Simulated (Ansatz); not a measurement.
# Structures of CaO: which is lowest?

Plane-wave DFT in Ansatz with scalar-relativistic PAW potentials, cutoff 500 eV, Γ-centred meshes chosen by cell and gap, Gaussian smearing with energies taken to zero width. Every cell was relaxed (cell and atoms) in a run of its own, within the symmetry of its start. Functional: r2SCAN.

Relaxed structures (starts from databases or built by putting these elements on another compound's sites):
A. F-43m, 4 atoms in the computed cell, a = 5.213 Å; sites (symmetry × multiplicity) Ca -43m × 4, O -43m × 4; start: built
B. Fm-3m, 2 atoms in the computed cell, a = 4.795 Å; sites (symmetry × multiplicity) Ca m-3m × 4, O m-3m × 4; start: database

Question: Rank them by energy. Could pressure change the order?

Answer:
| structure | group | E − E(lowest) (meV/atom) | V (Å³/atom) | gap on mesh (eV) |
| --- | --- | --- | --- | --- |
| B | Fm-3m | 0.0 | 13.78 | 4.20 |
| A | F-43m | 249 | 17.71 | 3.76 |

B is lowest, 249 meV/atom under A. The lowest is also the densest of these, so pressure wouldn't bring one of the others in at first order. Other structures may lie lower than all of these, and vibrations aren't counted.